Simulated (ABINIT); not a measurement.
FeO (Wuestite):

```
Fe O
1.0
     1.51882    0.87689    2.51958
    -1.51882    0.87689    2.51958
     0.00000   -1.75378    2.51958
Fe O
1 1
Direct
  0.00000 0.00000 0.00000
  0.50000 0.50000 0.50000
```

Program: ABINIT 10.8.3 (patched build). Alike in all runs: potentials or basis JTH PAW PBE v2.0; spin collinear, ferromagnetic start; cell as given; cutoff (eV) 707; smearing fermi-dirac 0.05 eV.

Order these runs on this cell by their pressure, lowest first.
A. level LDA+U; U Fe d U = 6 eV; k mesh 6 × 6 × 6; double counting (usepawu) 1; k mesh for the DOS 8 × 8 × 8; mesh quality coarse
B. level PBE; k mesh 7 × 7 × 7; mesh quality coarse
C. level LDA+U; U Fe d U = 0 eV; k mesh 6 × 6 × 6; double counting (usepawu) 1; k mesh for the DOS 8 × 8 × 8; mesh quality coarse
D. level PBEsol; k mesh 11 × 11 × 11; mesh quality not flagged

C (-16.3 GPa), A (-13.8 GPa), D (-9.9 GPa), B (-1.8 GPa).

Caveats: some runs use coarse meshes; a cell with one magnetic atom can't hold antiferromagnetic order, which such compounds often take; the PAW data sets were made with another functional, which shifts forces and pressure a little (some runs).

Not every run made on this cell is shown here.
